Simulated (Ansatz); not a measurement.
# NbP (I4_1md) in Ansatz: reference runs

Reference runs on NbP: the cell as given and a disturbed copy.

Program: Ansatz 0.2.0. These are calculated values, not measurements. Logs are shortened: lines on timing, memory, paths and dates and some standing lists are left out, and cuts for length are marked.

**1. Starting point**

It takes space group I4_1md (No. 109, tetragonal). Conventional cell: a = 3.350 Å, b = 3.350 Å, c = 11.480 Å, α = 90.00°, β = 90.00°, γ = 90.00°. Nb (site symmetry 2mm) has 6 P at 2.55 Å as nearest neighbours. Around P (site symmetry 2mm) lie 6 Nb at 2.55 Å.

The cell is a database's computed one.

**2. Single point, PBE**

The input, input.yaml:

```yaml
crystal:
  lattice:
    - [-1.6749232544, 1.6749232544, 5.7401081759]
    - [1.6749232544, -1.6749232544, 5.7401081759]
    - [1.6749232544, 1.6749232544, -5.7401081759]
  atoms:
    - { symbol: Nb, position: [0.2498808, 0.7498808, 0.5] }
    - { symbol: Nb, position: [0.4998808, 0.4998808, 0.0] }
    - { symbol: P, position: [0.83274777, 0.33274777, 0.5] }
    - { symbol: P, position: [0.08274777, 0.08274777, 0.0] }
kpoints:
  mp_grid: { grid: [11, 11, 11] }
scf:
  occupations: { method: fermi_dirac, width: 0.05 }
hamiltonian:
  xc: pbe
  pseudopotentials: { kind: all_electron, lapw: { basis_error: 0.001 } }
output:
  forces: true
  stress: true
  eigenvalues: true
  populations: true
```

Potentials or basis: all-electron LAPW, scalar-relativistic.

On the command line:

```console
ansatz run input.yaml --threads 2 --pin off --max-ram 6144MiB --backend cpu --events-out ev --progress --plain --runs-dir out
```

Log:

```text
Warning: RAYON_NUM_THREADS=2 ignored (pool sized by the plan → 2); use --threads N
Nb: projections on atomic orbitals take those of the free atom 1s2 2s2 2p6 3s2 3p6 3d10 4s2 4p6 4d4 5s1, of charge +0.00 (hamiltonian.pseudopotentials.projection_atoms)
P: projections on atomic orbitals take those of the free atom 1s2 2s2 2p6 3s2 3p3, of charge +0.00 (hamiltonian.pseudopotentials.projection_atoms)
LAPW: plane waves up to 7.707 Å⁻¹, error target 1.0e-3 eV per atom; small_component_spin mean_spin; P in spheres of 1.135 Å, 13 of its electrons in bands, Dirac shells []; Nb in spheres of 1.412 Å, 29 of its electrons in bands, Dirac shells [] (how accurate: hamiltonian.pseudopotentials.lapw.basis_error, Limitations)
Engine: ansatz 0.2.0, x86_64-unknown-linux-gnu
Pseudopotentials: kind: all_electron
Pseudopotential: Nb, LAPW, valence charge 29, lapw/all_electron/scalar/gaussian/Nb, Koelling and Harmon's equation, gaussian nucleus
Pseudopotential: P, LAPW, valence charge 13, lapw/all_electron/scalar/gaussian/P, Koelling and Harmon's equation, gaussian nucleus
Functional definition: PBE
  parameter kappa = 0.804
  parameter beta = 0.06672455060314922
  exchange = pbe_x(kappa = kappa, mu = beta*pi^2/3)
  correlation = pbe_c(beta = beta)
Crystal: 4 atoms, lattice volume = 64.412 Å³
Basis set: ecut = 226.27564753133612 eV, 487 PW (Γ), FFT grids on a1+a3, a2+a3, a3, exchange–correlation at level 2
Bands: 51, of which v1, the nominal top of the filled ones, is band 42 counted from 1 (41 counted from 0)
Symmetry: 8 space group operations
Space group: I41md (ITA 109), of the structure as read, at distance tolerance 4.0e-5 Å
k-points: 126 of 1331 (time reversal used)
Non-local potential: Nb, projectors of the file, none
Non-local potential: P, projectors of the file, none
Initial density: superposition of atomic densities (chi_scale 0.1, normalization cell, long waves kept (reshape's long-wave potential 0.00 eV rms))
Initial wavefunctions: plane waves of lowest kinetic energy (no species holds an atomic orbital)
Functional: x = pbe(κ = 0.804, μ = 0.2195149727645171), c = pbe(β = 0.06672455060314922)
iter 1 solved again at ethr=5.00e-3 eV; its pass at ethr=1.00e-1 eV (dr2=4.20e0 eV) is discarded
SCF iter   1: F=—  HF=-226515.852613 eV  |F-HF|=—  |Δ(HF+E_count)|=         —  Δρ=6.56e-2  dr2=4.21e0  ethr=5.00e-3  ⟨swp⟩=2.0  Hψ=40602  notcnv=0
preconditioner: auto → Kerker (q_TF=auto, 2.852 Å⁻¹)  [metal: Δε(μ)=0.023 eV  Ē_g=8.886 eV  σ=0.050 eV  W_gap=0.11  n_scr=24 (ndim 8)  ℏωp=20.7 eV  f_vac=0.000  D(μ)=0.41/eV (n_scr^D=0)]
iter 2 solved again at ethr=2.26e-4 eV; its pass at ethr=5.00e-3 eV (dr2=1.89e-1 eV) is discarded
SCF iter   2: F=—  HF=-226513.557758 eV  |F-HF|=—  |Δ(HF+E_count)|=    2.29e0  Δρ=1.77e-2  dr2=1.90e-1  ethr=2.26e-4  ⟨swp⟩=2.0  Hψ=31990  notcnv=0  defer=1
SCF iter   3: F=—  HF=-226513.540908 eV  |F-HF|=—  |Δ(HF+E_count)|=         —  Δρ=1.52e-2  dr2=1.91e-1  ethr=2.26e-4  ⟨swp⟩=2.0  Hψ=18976  notcnv=0
the basis was enlarged: its passes take 350.2 KiB over the memory plan, 2 of 2 planned eigensolver slots
SCF iter   4: F=—  HF=-226513.535852 eV  |F-HF|=—  |Δ(HF+E_count)|=   5.06e-3  Δρ=5.76e-3  dr2=2.61e-2  ethr=2.26e-4  ⟨swp⟩=2.0  Hψ=17055  notcnv=0
SCF iter   5: F=—  HF=-226513.530905 eV  |F-HF|=—  |Δ(HF+E_count)|=   4.95e-3  Δρ=1.63e-3  dr2=2.67e-3  ethr=3.10e-5  ⟨swp⟩=2.0  Hψ=18698  notcnv=0
SCF iter   6: F=—  HF=-226513.530968 eV  |F-HF|=—  |Δ(HF+E_count)|=   6.31e-5  Δρ=4.98e-4  dr2=2.58e-4  ethr=3.18e-6  ⟨swp⟩=2.0  Hψ=18689  notcnv=0
SCF iter   7: F=—  HF=-226513.530935 eV  |F-HF|=—  |Δ(HF+E_count)|=   3.32e-5  Δρ=1.25e-4  dr2=1.46e-5  ethr=3.07e-7  ⟨swp⟩=2.0  Hψ=18689  notcnv=0
SCF iter   8: F=—  HF=-226513.530932 eV  |F-HF|=—  |Δ(HF+E_count)|=   3.46e-6  Δρ=4.90e-5  dr2=2.24e-6  ethr=1.73e-8  ⟨swp⟩=2.0  Hψ=18689  notcnv=0
SCF iter   9: F=—  HF=-226513.530931 eV  |F-HF|=—  |Δ(HF+E_count)|=   4.79e-7  Δρ=1.79e-5  dr2=3.43e-7  ethr=2.66e-9  ⟨swp⟩=2.0  Hψ=18694  notcnv=0
SCF iter  10: F=-226513.530931 eV  HF=-226513.530931 eV  |F-HF|=2.37e-8  |Δ(HF+E_count)|=   8.59e-8  Δρ=5.02e-6  dr2=2.63e-8  ethr=4.09e-10  ⟨swp⟩=2.0  Hψ=18689  notcnv=0
SCF 1 converged in 10 iterations: F = -226513.530931 eV  dr2 = 2.63e-8
SCF converged after 10 iterations
Free energy (F): -226513.530931 eV
Harris-Foulkes:  -226513.530931 eV  (|F-HF|=2.37e-8)
Internal energy: -226513.525352 eV  (E = F + TS)
E sigma→0 (E₀):  -226513.528142 eV
Entropy (-TS):   -0.005579 eV (-1.395 meV/atom)
Fermi energy:    16.665812 eV
--- Per-component energies (eV) ---
  E_band       = -9355.004017
  E_kinetic    = 233767.157560
  E_xc         = -7746.185930
  E_electrostatic = -452534.496983  (all electrons and nuclei)
  E_smearing   = -0.005579  (= −TS)
  E_closure    = 0.000000  (closes the sum)
  E_atoms      = -226478.344774  (free atoms, spherical and without spin; not in F)
  Σ components = -226513.530931   (vs F -226513.530931, Δ=0.00e0)
  Basis errors (estimates in eV, not in F): energy 3.6e-4 per atom: plane waves 3.2e-4 (1.8e-4 summed), levels above the bands 7.1e-57, relativity 3.6e-8, radial functions 4.3e-5, core shells 1.7e-7; eigenvalues (radial functions only) 1.6e-6; not estimated: angular momenta, meshes, grids; target (lapw.basis_error) 1.0e-3; muffin-tin radii P 1.135 Å, Nb 1.412 Å
--- Forces (eV/Å), atoms counted from 1 ---
  atom   1  Nb    -0.00000000    -0.00000000     0.01603686
  atom   2  Nb    -0.00000000     0.00000000     0.01603686
  atom   3  P      0.00000000     0.00000000    -0.01603617
  atom   4  P      0.00000000    -0.00000000    -0.01603617
  max |Σ_I F_I| component: 1.39e-6 eV/Å
--- Stress (GPa, compression-positive) ---
       -0.948614       0.000000      -0.000000
        0.000000      -0.948614       0.000000
       -0.000000       0.000000      -1.327207
  P = ⅓ Tr σ = -1.0748 GPa (-10.748 kbar)
--- Band table (eV; the first three rows and the last of 126) ---
  k-point 0: bands = ["-326.6239", "-326.6239", "-326.6098", "-326.6098", "-326.6094", "-326.6094", "-176.2044", "-176.2044", "-176.2029", "-176.2029", "-176.1991", "-176.1991", "-176.1905", "-176.1905", "-176.1898", "-176.1898", "-151.4793", "-151.4793", "-101.9634", "-101.9634", "-101.9542", "-101.9542", "-101.9509", "-101.9509", "-38.2619", "-38.2249", "-14.5331", "-14.3326", "-14.3326", "-14.1918", "-14.1918", "-14.1523", "3.9531", "6.3469", "10.5105", "13.6471", "14.4332", "14.4332", "14.5409", "14.9575", "15.3097", "15.3097", "17.4978", "18.2607", "19.3080", "19.7952", "19.7952", "20.0535", "20.7269", "20.7269", "22.5749"]
  k-point 1: bands = ["-326.6239", "-326.6239", "-326.6098", "-326.6098", "-326.6094", "-326.6094", "-176.2044", "-176.2044", "-176.2029", "-176.2029", "-176.1991", "-176.1991", "-176.1905", "-176.1905", "-176.1898", "-176.1898", "-151.4793", "-151.4793", "-101.9634", "-101.9634", "-101.9542", "-101.9542", "-101.9509", "-101.9509", "-38.2584", "-38.2230", "-14.5218", "-14.3551", "-14.3493", "-14.2148", "-14.2085", "-14.1496", "4.1738", "6.4168", "10.6329", "13.3143", "14.2528", "14.2874", "14.3503", "14.7837", "15.3992", "15.5359", "17.1780", "17.7641", "19.3448", "19.3474", "20.1678", "20.3726", "20.6372", "21.2459", "23.2035"]
  k-point 2: bands = ["-326.6239", "-326.6239", "-326.6098", "-326.6098", "-326.6094", "-326.6094", "-176.2044", "-176.2044", "-176.2029", "-176.2029", "-176.1991", "-176.1991", "-176.1905", "-176.1905", "-176.1898", "-176.1898", "-151.4793", "-151.4793", "-101.9634", "-101.9634", "-101.9542", "-101.9542", "-101.9509", "-101.9509", "-38.2488", "-38.2180", "-14.4964", "-14.4124", "-14.3881", "-14.2672", "-14.2513", "-14.1521", "4.7681", "6.5555", "11.0611", "12.5276", "13.2307", "13.7796", "13.9012", "14.9452", "15.8187", "15.9189", "16.9219", "17.1242", "18.8309", "19.6841", "20.6836", "20.7235", "20.8315", "22.0440", "24.4381"]
  k-point 125: bands = ["-326.6239", "-326.6239", "-326.6098", "-326.6098", "-326.6094", "-326.6094", "-176.2044", "-176.2044", "-176.2029", "-176.2029", "-176.1991", "-176.1991", "-176.1905", "-176.1905", "-176.1898", "-176.1898", "-151.4793", "-151.4793", "-101.9634", "-101.9634", "-101.9542", "-101.9542", "-101.9509", "-101.9509", "-38.2425", "-38.2418", "-14.3787", "-14.3446", "-14.3384", "-14.3278", "-14.2010", "-14.1816", "5.0036", "5.0268", "12.5341", "12.6828", "13.5581", "13.8584", "13.9989", "14.4689", "15.7111", "16.2571", "17.5422", "18.3386", "18.6780", "19.0091", "20.1597", "20.2555", "20.9961", "21.6895", "23.4424"]
--- Löwdin populations: 4 sites ---
  site symbol       q [e]
     0     Nb     40.8558
     1     Nb     40.8558
     2      P     15.0252
     3      P     15.0252
  spilling = 0.002125 (of n_electrons = 112.000000)
```

populations.tsv:

```text
# site	symbol	l	j	q
# orbitals = lowdin
# n_electrons = 112.000000
# spilling = 0.002125
# projection_atom_Nb: 1s2 2s2 2p6 3s2 3p6 3d10 4s2 4p6 4d4 5s1
# projection_atom_P: 1s2 2s2 2p6 3s2 3p3
0	Nb	0_1S	-	1.999997
0	Nb	0_2S	-	1.999858
0	Nb	0_3S	-	1.997457
0	Nb	0_4S	-	1.949520
0	Nb	0_5S	-	0.522843
0	Nb	1_2P	-	6.000000
0	Nb	1_3P	-	5.999931
0	Nb	1_4P	-	5.987509
0	Nb	2_3D	-	9.999967
0	Nb	2_4D	-	4.398675
1	Nb	0_1S	-	1.999997
1	Nb	0_2S	-	1.999858
1	Nb	0_3S	-	1.997457
1	Nb	0_4S	-	1.949520
1	Nb	0_5S	-	0.522843
1	Nb	1_2P	-	6.000000
1	Nb	1_3P	-	5.999931
1	Nb	1_4P	-	5.987509
1	Nb	2_3D	-	9.999967
1	Nb	2_4D	-	4.398675
2	P	0_1S	-	1.999820
2	P	0_2S	-	1.986709
2	P	0_3S	-	1.428730
2	P	1_2P	-	5.997969
2	P	1_3P	-	3.612007
3	P	0_1S	-	1.999820
3	P	0_2S	-	1.986709
3	P	0_3S	-	1.428730
3	P	1_2P	-	5.997969
3	P	1_3P	-	3.612007
```

It took 2.4 min on 2 threads of Intel Xeon at 2.50GHz (Skylake/Cascade Lake), shared host; peak memory 0.83 GiB.

Results:

- Free energy: -226513.5309 eV
- Pressure: -1.1 GPa
- Largest force: 0.016 eV/Å
- Band gap on the k mesh: none (metal or under the smearing width)

Forces on the atoms (eV/Å):
```
Nb   0.000  0.000  0.016
Nb   0.000  0.000  0.016
P    0.000  0.000 -0.016
P    0.000  0.000 -0.016
```

**3. Single point, PBE (atoms moved at random, drawn with an rms of 0.05 Å)**

Edit input.yaml of step 2 so:

```diff
@@ -6,6 +6,6 @@
   atoms:
-    - { symbol: Nb, position: [0.2498808, 0.7498808, 0.5] }
-    - { symbol: Nb, position: [0.4998808, 0.4998808, 0.0] }
-    - { symbol: P, position: [0.83274777, 0.33274777, 0.5] }
-    - { symbol: P, position: [0.08274777, 0.08274777, 0.0] }
+    - { symbol: Nb, position: [0.253561, 0.735582, 0.478283] }
+    - { symbol: Nb, position: [0.498191, 0.493121, -0.011483] }
+    - { symbol: P, position: [0.846944, 0.314082, 0.495379] }
+    - { symbol: P, position: [0.06652, 0.078287, -0.010049] }
 kpoints:
```

Potentials or basis: all-electron LAPW, scalar-relativistic.

On the command line:

```console
ansatz run input.yaml --threads 2 --pin off --max-ram 6144MiB --backend cpu --events-out ev --progress --plain --runs-dir out
```

Log:

```text
Warning: RAYON_NUM_THREADS=2 ignored (pool sized by the plan → 2); use --threads N
Nb: projections on atomic orbitals take those of the free atom 1s2 2s2 2p6 3s2 3p6 3d10 4s2 4p6 4d4 5s1, of charge +0.00 (hamiltonian.pseudopotentials.projection_atoms)
P: projections on atomic orbitals take those of the free atom 1s2 2s2 2p6 3s2 3p3, of charge +0.00 (hamiltonian.pseudopotentials.projection_atoms)
LAPW: plane waves up to 7.930 Å⁻¹, error target 1.0e-3 eV per atom; small_component_spin mean_spin; P in spheres of 1.113 Å, 13 of its electrons in bands, Dirac shells []; Nb in spheres of 1.374 Å, 29 of its electrons in bands, Dirac shells [] (how accurate: hamiltonian.pseudopotentials.lapw.basis_error, Limitations)
[... 3 set-up lines as earlier in the session ...]
[... 63 lines left out ...]
  k-point 2: bands = ["-326.6419", "-326.6353", "-326.6294", "-326.5676", "-326.5563", "-326.5522", "-176.2267", "-176.2216", "-176.2167", "-176.2142", "-176.2128", "-176.1501", "-176.1455", "-176.1422", "-176.1362", "-176.1331", "-151.4898", "-151.4793", "-101.9801", "-101.9644", "-101.9643", "-101.9568", "-101.9535", "-101.9482", "-38.2504", "-38.1935", "-14.4807", "-14.4014", "-14.3699", "-14.2852", "-14.2458", "-14.1347", "4.7662", "6.5364", "11.0969", "12.5562", "13.1797", "13.7258", "13.8189", "15.0603", "15.8053", "15.8921", "16.8395", "17.2759", "18.9067", "19.6628", "20.5502", "20.7593", "20.8849", "21.9149", "24.3795"]
  k-point 665: bands = ["-326.6419", "-326.6353", "-326.6294", "-326.5676", "-326.5563", "-326.5522", "-176.2267", "-176.2216", "-176.2167", "-176.2142", "-176.2128", "-176.1501", "-176.1455", "-176.1422", "-176.1362", "-176.1331", "-151.4898", "-151.4793", "-101.9801", "-101.9644", "-101.9643", "-101.9568", "-101.9535", "-101.9482", "-38.2392", "-38.1863", "-14.5400", "-14.4413", "-14.3948", "-14.3570", "-14.2266", "-14.1650", "5.7247", "6.5515", "11.0868", "11.5969", "12.7532", "13.0758", "14.0006", "14.6836", "15.6348", "16.0017", "17.2635", "18.2403", "19.0535", "19.6730", "20.0520", "20.6512", "21.4328", "22.5778", "24.0925"]
--- Löwdin populations: 4 sites ---
  site symbol       q [e]
     0     Nb     40.8492
     1     Nb     40.8732
     2      P     15.0127
     3      P     15.0265
  spilling = 0.002128 (of n_electrons = 112.000000)
```

It took 11 min on 2 threads of Intel Xeon at 2.50GHz (Skylake/Cascade Lake), shared host; peak memory 3.3 GiB.

Results:

* Free energy: -226513.4191 eV
* Pressure: -0.5 GPa
* Largest force: 1.270 eV/Å
* Band gap on the k mesh: none (metal or under the smearing width)

Forces on the atoms (eV/Å):
```
Nb   0.283  0.391 -1.117
Nb   0.132 -0.030 -0.276
P    0.049 -0.690  0.258
P   -0.464  0.329  1.135
```

Levels at points of the mesh, in eV from the Fermi level:
| k point | band 39 | band 40 | band 41 | band 42 | band 43 | band 44 | band 45 | band 46 |
| --- | --- | --- | --- | --- | --- | --- | --- | --- |
| (0.00, 0.00, 0.00) | -1.99 | -1.76 | -1.37 | -1.25 | 0.75 | 1.46 | 2.79 | 3.04 |
